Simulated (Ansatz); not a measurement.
# NaI under changes of volume

One of the cells (41.017 Å³/atom); the others are scaled copies at fixed shape and fractional positions:

```
I Na
1.0
    -2.21451    2.21451    8.36377
     2.21451   -2.21451    8.36377
     2.21451    2.21451   -8.36377
I Na
2 2
Direct
  0.00000 0.00000 0.00000
  0.75000 0.25000 0.50000
  0.50000 0.50000 0.00000
  0.25000 0.75000 0.50000
```

Measurements of this composition are mostly on another form, of space group No. 225.

- Program: Ansatz 0.2.0
- Functional: PBE
- Potentials or basis: Ansatz PAW
- Cutoff: 420 eV (not typed: the program's choice for these potentials)
- k mesh: 9 × 9 × 9
- Occupations: fermi-dirac, width 0.05 eV
- Spin: no spin polarisation

| volume (Å³/atom) | energy over the lowest point (meV/atom) | pressure (GPa) | gap on the mesh (eV) |
| --- | --- | --- | --- |
| 38.556 | 7.60 | 1.0 | 3.18 |
| 39.376 | ? | ? | ? |
| 40.196 | 1.06 | 0.3 | 3.11 |
| 41.017 | 0.00 | 0.1 | 3.08 |
| 41.837 | 0.20 | -0.2 | 3.05 |
| 42.657 | 1.53 | -0.4 | 3.02 |
| 43.478 | 3.87 | -0.5 | 2.99 |

Question: What does the run at 39.376 Å³/atom give?

Answer: Energy over the lowest point 3.54 meV/atom; pressure 0.6 GPa; gap on the mesh 3.15 eV.

Worked out: A Birch-Murnaghan fit of order 3 (a polynomial in V^(-2/3)) to the other rows has its minimum at 41.28 Å³/atom with B0 = V·E''(V) = 12.0 GPa and B' = 4.7 at fixed shape and positions, which overstates the stiffness. It gives 3.54 meV/atom at 39.376 Å³/atom, against the run's 3.54, and -dE/dV = 0.6 GPa, against 0.6. A straight line through the other rows of the gap, of slope -1.57 eV per unit of ln V, gives 3.14 eV, against the run's 3.15.

Energies are extrapolated to zero smearing.

Caveats: odd divisions of the mesh miss points on the zone boundary, where band edges often lie, so the gap on the mesh can be too wide; spin-orbit coupling is left out, which moves the levels of the heavy elements.

A mesh can miss the band edges.
